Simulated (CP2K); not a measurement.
Hf under changes of volume

One of the cells (21.882 Å³/atom); the others are scaled copies at fixed shape and fractional positions:

```
CELL_PARAMETERS angstrom
3.13955 0.00000 0.00000
1.56978 2.71893 0.00000
1.56978 0.90631 2.56344
ATOMIC_POSITIONS crystal
Hf 0.00000 0.00000 0.00000
```

This isn't the form of Hf at room conditions, which is hcp.

- Program: CP2K 2026.2
- Functional: PBEsol
- Potentials or basis: POTENTIAL_UZH Hf GTH-PBE-q12; TZVP-MOLOPT-PBE-GTH basis
- Density cutoff: 6123 eV
- k mesh: 10 × 10 × 10
- Occupations: fermi-dirac, width 0.01 eV
- Spin: no spin polarisation

| volume (Å³/atom) | energy over the lowest point (meV/atom) | pressure (GPa) |
| --- | --- | --- |
| 20.569 | 23.37 | 6.8 |
| 21.007 | 8.09 | 4.0 |
| 21.444 | 0.91 | 1.5 |
| 21.882 | 0.00 | -0.8 |
| 22.320 | 5.21 | -2.8 |
| 22.757 | 15.32 | -4.6 |
| 23.195 | ? | ? |

Question: What does the run at 23.195 Å³/atom give?

Answer: Energy over the lowest point 30.52 meV/atom; pressure -6.4 GPa.

Worked out: A Birch-Murnaghan fit of order 3 (a polynomial in V^(-2/3)) to the other rows has its minimum at 21.71 Å³/atom with B0 = V·E''(V) = 112 GPa and B' = 6.2. It gives 29.78 meV/atom at 23.195 Å³/atom, against the run's 30.52, and -dE/dV = -6.0 GPa, against -6.4.

Energies are extrapolated to zero smearing.

Caveats: the potentials were made for another functional, which shifts forces and pressure; the basis of atomic orbitals isn't converged, which shifts pressures, moduli and gaps.
